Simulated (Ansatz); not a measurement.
ScAl3: work and stress of cleavage

These are results of Ansatz, DFT PBEsol, scalar-relativistic, plane waves, PAW, not measurements. Cutoff 420 eV, Γ-centred 12×12×4 k-points, Gaussian smearing of 0.15 eV. No spin polarisation. Energies are free energies at this smearing, counted from the undisturbed cell; pressure is positive in compression.

The undisturbed cell (relaxed at this level; it needn't be the usual structure):

```
Sc Al
1.0
     0.00000   -4.07130    0.00000
     0.00000    0.00000   -4.07130
    12.21390    0.00000    0.00000
Sc Al
3 9
Direct
  0.00000 0.00000 0.24998
  0.00000 0.00000 0.58332
  0.00000 0.00000 0.91665
  0.00000 0.50000 0.08332
  0.00000 0.50000 0.41665
  0.00000 0.50000 0.74998
  0.50000 0.50000 0.24998
  0.50000 0.50000 0.58332
  0.50000 0.50000 0.91665
  0.50000 0.00000 0.08332
  0.50000 0.00000 0.41665
  0.50000 0.00000 0.74998
```

The cut lies on the cell's a–b face, a (1 0 0) plane (indices in the standard cell, whose axes needn't be the Cartesian ones shown) of area 16.58 Å², between layers 2.04 Å apart. Vector c is lengthened by d along the normal with the atoms' Cartesian places fixed: one unrelaxed cut a cell. The traction is positive where the two halves pull on each other.

| d (Å) | energy (J/m²) | traction (GPa) |
| --- | --- | --- |
| -0.30 | 0.42 | -30.3 |
| 0.00 | 0.00 | 0.0 |
| 0.25 | 0.19 | 13.8 |
| 0.50 | 0.63 | 19.8 |
| 1.00 | 1.63 | 18.1 |
| 2.00 | 2.70 | 4.8 |
| 3.00 | 2.96 | 1.3 |
| 6.00 | 3.05 | 0.0 |

Question: What are the work of separation and the cleavage stress, and do they fit the universal binding curve?

Answer: The energy levels off near W ≈ 3.05 J/m² (the traction is down to 0.0 GPa), the energy of the two unrelaxed faces, 1.52 J/m² each on average. The largest sampled traction is 19.8 GPa at d = 0.50 Å, and a parabola through it and its two neighbours peaks at σ_max ≈ 21.3 GPa, d ≈ 0.70 Å. The curve E = W[1 − (1 + d/ℓ)exp(−d/ℓ)] peaks in traction at d = ℓ with σ_max = W/(eℓ); with 1 J/m² per Å = 10 GPa this W and σ_max give ℓ = 0.53 Å. A parabola through that curve at the same three d peaks at 0.61 Å, against 0.70 Å here, a fair fit. Real crystals break at far lower stress, because cracks concentrate it, and on the plane of lowest W, which needn't be this one.

The cut is rigid; relaxing the faces lowers these energies and usually the stresses.

In a metal these slopes depend on the k mesh and the smearing.

Cost: 8 runs of about 12 core-minutes in all, on Arm Neoverse V1 (shared hosts).